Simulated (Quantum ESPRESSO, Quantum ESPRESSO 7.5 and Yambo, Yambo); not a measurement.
**Quasiparticle gap of InP (F-43m) in Yambo**

Aim: the G0W0 gap of InP (F-43m) on PBE, step by step.

Main program and level: Quantum ESPRESSO 7.5 and Yambo 5.3.0; PBE and many-body steps on it, plane waves.

## 1. The structure

Symmetry: F-43m, No. 216, cubic system. The conventional cell has a = 5.869 Å, b = 5.869 Å, c = 5.869 Å, α = 90.00°, β = 90.00°, γ = 90.00°. In has 4 P at 2.54 Å nearest. Nearest to P lie 4 In at 2.54 Å. Farther neighbours are not listed.

The cell and positions come from the Crystallography Open Database and are kept as given unless a step says otherwise.

## 2. Ground state

This step: Quantum ESPRESSO 7.5; DFT, PBE, plane waves, norm-conserving pseudopotentials.

The ground-state density comes first.

pw.in reads:

```
&control
  calculation = 'scf'
  prefix = 'x'
  outdir = 'o'
  pseudo_dir = 'pseudo'
/
&system
  ibrav = 0
  nat = 2
  ntyp = 2
  ecutwfc = 80.0
  nbnd = 18
  force_symmorphic = .true.
/
&electrons
  conv_thr = 1e-10
  electron_maxstep = 80
  mixing_beta = 0.5
/
ATOMIC_SPECIES
  In 114.82 In.upf
  P 30.974 P.upf
CELL_PARAMETERS angstrom
  -0.0000000000 2.9343500000 2.9343500000
  2.9343500000 -0.0000000000 2.9343500000
  2.9343500000 2.9343500000 -0.0000000000
ATOMIC_POSITIONS crystal
  In 0.0000000000 0.0000000000 0.0000000000
  P 0.2500000000 0.2500000000 0.2500000000
K_POINTS automatic
  6 6 6 0 0 0
```

The run is started by

```bash
$ OMP_NUM_THREADS=1 mpirun -n 4 pw.x -nk 4 -in pw.in > pw.out
```

Log:

```text
Program PWSCF v.7.5 starts

     This program is part of the open-source Quantum ESPRESSO suite
     for quantum simulation of materials; please cite
         "P. Giannozzi et al., J. Phys.:Condens. Matter 21 395502 (2009);
         "P. Giannozzi et al., J. Phys.:Condens. Matter 29 465901 (2017);
         "P. Giannozzi et al., J. Chem. Phys. 152 154105 (2020);
     in publications or presentations arising from this work. More details at
     Message from routine setup:
     using ibrav=0 with symmetry is DISCOURAGED, use correct ibrav instead

     G-vector sticks info

     bravais-lattice index     =            0
     lattice parameter (alat)  =       7.8420  a.u.
     unit-cell volume          =     341.0062 (a.u.)^3
     number of atoms/cell      =            2
     number of atomic types    =            2
     number of electrons       =        26.00
     number of Kohn-Sham states=           18
     kinetic-energy cutoff     =      80.0000  Ry
     charge density cutoff     =     320.0000  Ry
     scf convergence threshold =      1.0E-10
     mixing beta               =       0.5000
     number of iterations used =            8  plain     mixing
     Exchange-correlation= PBE
                           (   1   4   3   4   0   0   0)

     celldm(1)=   7.841981  celldm(2)=   0.000000  celldm(3)=   0.000000
     celldm(4)=   0.000000  celldm(5)=   0.000000  celldm(6)=   0.000000

     crystal axes: (cart. coord. in units of alat)
               a(1) = (  -0.000000   0.707107   0.707107 )
               a(2) = (   0.707107  -0.000000   0.707107 )
               a(3) = (   0.707107   0.707107  -0.000000 )

     reciprocal axes: (cart. coord. in units 2 pi/alat)
               b(1) = ( -0.707107  0.707107  0.707107 )
               b(2) = (  0.707107 -0.707107  0.707107 )
               b(3) = (  0.707107  0.707107 -0.707107 )
     Pseudo is Norm-conserving + core correction, Zval = 21.0
     Generated using ONCVPSP code by D. R. Hamann
     Using radial grid of 1964 points,  6 beta functions with:
     Pseudo is Norm-conserving + core correction, Zval =  5.0
     Generated using ONCVPSP code by D. R. Hamann
     Using radial grid of 1298 points,  6 beta functions with:
     In               21.00   114.82000     In( 1.00)
     P                 5.00    30.97400     P ( 1.00)

     24 Sym. Ops. (no inversion) found

   Cartesian axes

     site n.     atom                  positions (alat units)
         1        In     tau(   1) = (   0.0000000   0.0000000   0.0000000  )
         2        P      tau(   2) = (   0.3535534   0.3535534   0.3535534  )

     number of k points=    16
                       cart. coord. in units 2pi/alat
        k(    1) = (   0.0000000   0.0000000   0.0000000), wk =   0.0092593
        k(    2) = (   0.1178511   0.1178511  -0.1178511), wk =   0.0740741
        k(    3) = (   0.2357023   0.2357023  -0.2357023), wk =   0.0740741
        k(    4) = (  -0.3535534  -0.3535534   0.3535534), wk =   0.0370370
        k(    5) = (   0.2357023   0.0000000  -0.0000000), wk =   0.0555556
        k(    6) = (   0.3535534   0.1178511  -0.1178511), wk =   0.2222222
        k(    7) = (  -0.2357023  -0.4714045   0.4714045), wk =   0.2222222
        k(    8) = (  -0.1178511  -0.3535534   0.3535534), wk =   0.2222222
        k(    9) = (   0.0000000  -0.2357023   0.2357023), wk =   0.1111111
        k(   10) = (   0.4714045   0.0000000  -0.0000000), wk =   0.0555556
     [... 4 further rows ...]
        k(   15) = (  -0.1178511  -0.3535534   0.5892557), wk =   0.2222222
        k(   16) = (  -0.7071068   0.2357023   0.0000000), wk =   0.1111111

     Dense  grid:    33079 G-vectors     FFT dimensions: (  45,  45,  45)

     Initial potential from superposition of free atoms

     starting charge      25.9960, renormalised to      26.0000
     Starting wfcs are   17 randomized atomic wfcs +    1 random wfcs

     per-process dynamical memory:    28.7 Mb

     Self-consistent Calculation

     iteration #  1     ecut=    80.00 Ry     beta= 0.50

     Threshold (ethr) on eigenvalues was too large:
     Diagonalizing with lowered threshold

     total energy              =    -412.74746097 Ry
     estimated scf accuracy    <       0.10739234 Ry

     iteration #  2     ecut=    80.00 Ry     beta= 0.50

     total energy              =    -412.77076598 Ry
     estimated scf accuracy    <       0.00822102 Ry

     iteration #  3     ecut=    80.00 Ry     beta= 0.50

     total energy              =    -412.77160411 Ry
     estimated scf accuracy    <       0.00140623 Ry

     iteration #  4     ecut=    80.00 Ry     beta= 0.50

     total energy              =    -412.77165302 Ry
     estimated scf accuracy    <       0.00002987 Ry

     iteration #  5     ecut=    80.00 Ry     beta= 0.50

     total energy              =    -412.77166083 Ry
     estimated scf accuracy    <       0.00000137 Ry

     iteration #  6     ecut=    80.00 Ry     beta= 0.50

     total energy              =    -412.77166130 Ry
     estimated scf accuracy    <       0.00000022 Ry

     iteration #  7     ecut=    80.00 Ry     beta= 0.50

     total energy              =    -412.77166136 Ry
     estimated scf accuracy    <          2.9E-09 Ry

     iteration #  8     ecut=    80.00 Ry     beta= 0.50

     total energy              =    -412.77166136 Ry
     estimated scf accuracy    <          5.6E-10 Ry

     iteration #  9     ecut=    80.00 Ry     beta= 0.50

     End of self-consistent calculation

          k = 0.0000 0.0000 0.0000 (  4111 PWs)   bands (ev):

  -106.7657 -65.2427 -65.2427 -65.2427  -5.9357  -5.9357  -5.9357  -5.7871
    -5.7871  -3.2311   8.2604   8.2604   8.2604   8.9469  12.3492  12.3492
    12.3492  16.8336

          k = 0.1179 0.1179-0.1179 (  4101 PWs)   bands (ev):

  -106.7657 -65.2428 -65.2427 -65.2427  -5.9669  -5.9235  -5.9235  -5.7866
    -5.7866  -2.9201   6.0785   7.9582   7.9582  10.0471  12.7529  12.7862
    12.7862  16.8614

          k = 0.2357 0.2357-0.2357 (  4128 PWs)   bands (ev):

  -106.7657 -65.2429 -65.2427 -65.2427  -6.0249  -5.9041  -5.9041  -5.7802
    -5.7802  -2.1181   3.7083   7.4893   7.4893   9.9042  13.1243  13.1243
    14.5294  17.1650

          k =-0.3536-0.3536 0.3536 (  4140 PWs)   bands (ev):

     [... further k-points ...]

     highest occupied, lowest unoccupied level (ev):     8.2604    8.9469

!    total energy              =    -412.77166136 Ry
     estimated scf accuracy    <          5.0E-12 Ry

     The total energy is the sum of the following terms:
     one-electron contribution =    -293.80604769 Ry
     hartree contribution      =     149.15520848 Ry
     xc contribution           =     -60.28463715 Ry
     ewald contribution        =    -207.83618500 Ry

     convergence has been achieved in   9 iterations

     XML data file, charge density, pseudopotentials, collected wavefunctions

=------------------------------------------------------------------------------=
   JOB DONE.
=------------------------------------------------------------------------------=
```

The job ended after 6.4 s (4 MPI ranks of Arm Neoverse V1, shared host; peak memory 0.27 GiB; 25 s of CPU time).

Numbers from this step:

```
total energy               : -5616.0446 eV
gap                        : 0.6864 eV
k of the valence top       : 0, 0, 0
k of the conduction bottom : 0, 0, 0
least direct gap           : 0.6864 eV
```

The gap is direct, at Γ.

## 3. Bands along the symmetry lines

Levels along a band path, at the cheap level, show where the edges lie and whether the meshes to come will hold them.

pw.in reads:

```
&control
  calculation = 'bands'
  prefix = 'x'
  outdir = 'o'
  pseudo_dir = 'pseudo'
/
&system
  ibrav = 0
  nat = 2
  ntyp = 2
  ecutwfc = 80.0
  nbnd = 19
  force_symmorphic = .true.
/
&electrons
  conv_thr = 1e-9
  electron_maxstep = 80
  diago_full_acc = .true.
  diago_thr_init = 5e-6
/
ATOMIC_SPECIES
  In 114.82 In.upf
  P 30.974 P.upf
CELL_PARAMETERS angstrom
  -0.0000000000 2.9343500000 2.9343500000
  2.9343500000 -0.0000000000 2.9343500000
  2.9343500000 2.9343500000 -0.0000000000
ATOMIC_POSITIONS crystal
  In 0.0000000000 0.0000000000 0.0000000000
  P 0.2500000000 0.2500000000 0.2500000000
K_POINTS crystal
  50
  0.00000000 0.00000000 0.00000000 1
  -0.06250000 -0.06250000 0.00000000 1
  -0.12500000 -0.12500000 0.00000000 1
  -0.18750000 -0.18750000 0.00000000 1
  -0.25000000 -0.25000000 0.00000000 1
  -0.31250000 -0.31250000 0.00000000 1
  -0.37500000 -0.37500000 0.00000000 1
  -0.43750000 -0.43750000 0.00000000 1
  -0.50000000 -0.50000000 0.00000000 1
  -0.48437500 -0.48437500 0.03125000 1
  -0.46875000 -0.46875000 0.06250000 1
  -0.45312500 -0.45312500 0.09375000 1
  -0.43750000 -0.43750000 0.12500000 1
  -0.42187500 -0.42187500 0.15625000 1
  -0.40625000 -0.40625000 0.18750000 1
  -0.39062500 -0.39062500 0.21875000 1
  -0.37500000 -0.37500000 0.25000000 1
  -0.37500000 0.00000000 0.37500000 1
  -0.32812500 0.00000000 0.32812500 1
  -0.28125000 0.00000000 0.28125000 1
  -0.23437500 0.00000000 0.23437500 1
  -0.18750000 0.00000000 0.18750000 1
  -0.14062500 0.00000000 0.14062500 1
  -0.09375000 0.00000000 0.09375000 1
  -0.04687500 0.00000000 0.04687500 1
  0.00000000 0.00000000 0.00000000 1
  0.00000000 0.00000000 0.06250000 1
  0.00000000 0.00000000 0.12500000 1
  0.00000000 0.00000000 0.18750000 1
  0.00000000 0.00000000 0.25000000 1
  0.00000000 0.00000000 0.31250000 1
  0.00000000 0.00000000 0.37500000 1
  0.00000000 0.00000000 0.43750000 1
  -0.00000000 -0.00000000 0.50000000 1
  -0.06250000 -0.03125000 0.46875000 1
  -0.12500000 -0.06250000 0.43750000 1
  -0.18750000 -0.09375000 0.40625000 1
  -0.25000000 -0.12500000 0.37500000 1
  -0.31250000 -0.15625000 0.34375000 1
  -0.37500000 -0.18750000 0.31250000 1
  -0.43750000 -0.21875000 0.28125000 1
  -0.50000000 -0.25000000 0.25000000 1
  -0.50000000 -0.28125000 0.21875000 1
  -0.50000000 -0.31250000 0.18750000 1
  -0.50000000 -0.34375000 0.15625000 1
  -0.50000000 -0.37500000 0.12500000 1
  -0.50000000 -0.40625000 0.09375000 1
  -0.50000000 -0.43750000 0.06250000 1
  -0.50000000 -0.46875000 0.03125000 1
  -0.50000000 -0.50000000 0.00000000 1
```

Log:

```text
[banner, memory and clock lines left out]
Program PWSCF v.7.5 starts

     Atomic positions and unit cell read from directory:
     o/x.save/

     Message from routine setup:
     using ibrav=0 with symmetry is DISCOURAGED, use correct ibrav instead

     G-vector sticks info

     bravais-lattice index     =            0
     lattice parameter (alat)  =       7.8420  a.u.
     unit-cell volume          =     341.0062 (a.u.)^3
     number of atoms/cell      =            2
     number of atomic types    =            2
     number of electrons       =        26.00
     number of Kohn-Sham states=           19
     kinetic-energy cutoff     =      80.0000  Ry
     charge density cutoff     =     320.0000  Ry
     Exchange-correlation= PBE
                           (   1   4   3   4   0   0   0)

     celldm(1)=   7.841981  celldm(2)=   0.000000  celldm(3)=   0.000000
     celldm(4)=   0.000000  celldm(5)=   0.000000  celldm(6)=   0.000000

     crystal axes: (cart. coord. in units of alat)
               a(1) = (  -0.000000   0.707107   0.707107 )
               a(2) = (   0.707107  -0.000000   0.707107 )
               a(3) = (   0.707107   0.707107  -0.000000 )

     reciprocal axes: (cart. coord. in units 2 pi/alat)
               b(1) = ( -0.707107  0.707107  0.707107 )
               b(2) = (  0.707107 -0.707107  0.707107 )
               b(3) = (  0.707107  0.707107 -0.707107 )
     Pseudo is Norm-conserving + core correction, Zval = 21.0
     Generated using ONCVPSP code by D. R. Hamann
     Using radial grid of 1964 points,  6 beta functions with:
     Pseudo is Norm-conserving + core correction, Zval =  5.0
     Generated using ONCVPSP code by D. R. Hamann
     Using radial grid of 1298 points,  6 beta functions with:
     In               21.00   114.82000     In( 1.00)
     P                 5.00    30.97400     P ( 1.00)

     24 Sym. Ops. (no inversion) found

   Cartesian axes

     site n.     atom                  positions (alat units)
         1        In     tau(   1) = (   0.0000000   0.0000000   0.0000000  )
         2        P      tau(   2) = (   0.3535534   0.3535534   0.3535534  )

     number of k points=    50
                       cart. coord. in units 2pi/alat
        k(    1) = (   0.0000000   0.0000000   0.0000000), wk =   0.0400000
        k(    2) = (   0.0000000   0.0000000  -0.0883883), wk =   0.0400000
        k(    3) = (   0.0000000   0.0000000  -0.1767767), wk =   0.0400000
[...]
[... 38 further rows ...]
        k(   49) = (   0.0441942  -0.0000000  -0.7071068), wk =   0.0400000
        k(   50) = (   0.0000000   0.0000000  -0.7071068), wk =   0.0400000

     Dense  grid:    33079 G-vectors     FFT dimensions: (  45,  45,  45)

     The potential is recalculated from file :
     o/x.save/charge-density

     Starting wfcs are   17 randomized atomic wfcs +    2 random wfcs

     Band Structure Calculation

     End of band structure calculation

          k = 0.0000 0.0000 0.0000 (  4111 PWs)   bands (ev):

  -106.7657 -65.2427 -65.2427 -65.2427  -5.9358  -5.9358  -5.9358  -5.7871
    -5.7871  -3.2311   8.2604   8.2604   8.2604   8.9469  12.3492  12.3492
    12.3492  16.8337  17.6674

          k = 0.0000 0.0000-0.0884 (  4127 PWs)   bands (ev):

  -106.7657 -65.2427 -65.2427 -65.2427  -5.9444  -5.9320  -5.9320  -5.7886
[...]
12.5505  17.0290  17.1894

          k = 0.0000 0.0000-0.1768 (  4112 PWs)   bands (ev):

[...]
13.0776  16.0599  17.8131

          k =-0.0000 0.0000-0.2652 (  4096 PWs)   bands (ev):

[...]
k = 0.0000 0.0000-0.3536 (  4088 PWs)   bands (ev):

[...]
k = 0.0000-0.0000-0.4419 (  4100 PWs)   bands (ev):

[...]
k =-0.0000 0.0000-0.5303 (  4100 PWs)   bands (ev):

[...]
k = 0.0000-0.0000-0.6187 (  4116 PWs)   bands (ev):

[...]
k = 0.5303-0.0000-0.5303 (  4149 PWs)   bands (ev):

[...]
k = 0.0000 0.0000 0.0000 (  4111 PWs)   bands (ev):

[...]
k = 0.1326 0.0000-0.7071 (  4138 PWs)   bands (ev):

[...]
k = 0.0884-0.0000-0.7071 (  4132 PWs)   bands (ev):

[...]
k = 0.0442-0.0000-0.7071 (  4126 PWs)   bands (ev):

[...]
17.6184  17.9297  19.1098

          k = 0.0000 0.0000-0.7071 (  4136 PWs)   bands (ev):

  -106.7657 -65.2429 -65.2428 -65.2428  -6.1176  -5.8374  -5.8328  -5.8328
    -5.7526  -0.8726   2.5257   5.9541   5.9541  10.0272  10.5269  17.4628
    17.8196  17.8196  19.0366

     XML data file, pseudopotentials, collected wavefunctions
```

Wall time 5.3 s (4 MPI ranks); peak memory 0.23 GiB; 21 s of CPU time.

This step gave:

| Quantity | Value |
| --- | --- |
| gap | 0.6864 eV |
| k of the valence top | 0, 0, 0 |
| k of the conduction bottom | 0, 0, 0 |
| least direct gap | 0.6864 eV |

The gap is 0.686 eV, as in the run before at this level.

The electronic bands at the labelled points (eV, zero at the top of the highest filled band):

```csv
point,band 10,band 11,band 12,band 13,band 14,band 15,band 16,band 17
Γ,-11.49,0.00,0.00,0.00,0.69,4.09,4.09,4.09
halfway,-10.60,-3.33,-1.40,-1.40,2.49,3.12,6.37,6.37
X,-9.13,-5.73,-2.31,-2.31,1.77,2.27,9.20,9.56
halfway,-9.12,-5.70,-2.73,-2.21,2.04,2.87,8.38,8.70
U,-9.14,-5.59,-3.29,-1.93,2.36,4.38,7.50,7.53
jump to K,-9.14,-5.59,-3.29,-1.93,2.36,4.38,7.50,7.53
halfway,-10.51,-3.79,-2.00,-0.57,2.82,4.69,4.99,5.21
Γ,-11.49,0.00,0.00,0.00,0.69,4.09,4.09,4.09
halfway,-10.82,-3.44,-0.55,-0.55,1.78,4.79,4.79,5.32
L,-9.78,-5.71,-0.96,-0.96,1.49,4.80,4.80,7.11
halfway,-9.47,-5.53,-2.68,-1.62,3.16,4.19,5.87,7.21
W,-9.06,-5.58,-2.94,-2.89,4.29,4.37,5.56,6.21
halfway,-9.09,-5.66,-2.64,-2.63,2.69,3.10,7.65,7.73
X,-9.13,-5.73,-2.31,-2.31,1.77,2.27,9.20,9.56
```

The electronic bands as a text plot (rows in eV, shown from -8.0 to 6.7 only):

```
    6.4 |     ++            ++                 +         ++++
    5.8 |    +              ++               ++      +++++++
    5.2 |                  ++++++++++       ++++  +++
    4.5 | +++             +     ++++++   ++++   ++++++  +++
    3.9 |++              +         ++++++             ++++ ++
    3.3 |  ++ ++        +                             ++    ++
    2.7 |    ++++++    +   ++++++++                  +       +++
    2.1 |  ++   +++++++++++        ++      +        +         +++
    1.5 | +          +               +   ++ ++++++++
    0.9 |+                            +++
    0.3 |*                           ***
   -0.4 | ***                   ******  *****
   -1.0 |    *              ****     *       ********
   -1.6 |  ** ****         *     ****    **         ***
   -2.2 |    *    *********     *                    * **      **
   -2.8 |              **     ** **        *          ** ******
   -3.4 |     **         *****              *           **
   -4.0 |       **              *            **
   -4.6 |         *           **
   -5.2 |          **      ***                 **     ***
   -5.9 |            ******                      *****   ********
   -6.5 |
   -7.1 |
   -7.7 |
         Γ           X  U|K            Γ         L        W     X
```

(Part 1 of 2 ends here.)

[Paths, hosts, dates, memory and timing lines, banners, echoed tables and standing remarks are left out of the program output.]

[Logs are printed without paths, hosts, clocks, repeated set-up lines and the standing remarks that a program may print on its own settings, such as how far it seeks lower states.]

[Runs of the session that timed out or met a known fault of the program may be left out.]

[Hosts, paths, dates, database ids (printed as entryN), source tags and the programs' standing remarks are cut or masked in the printed files.]
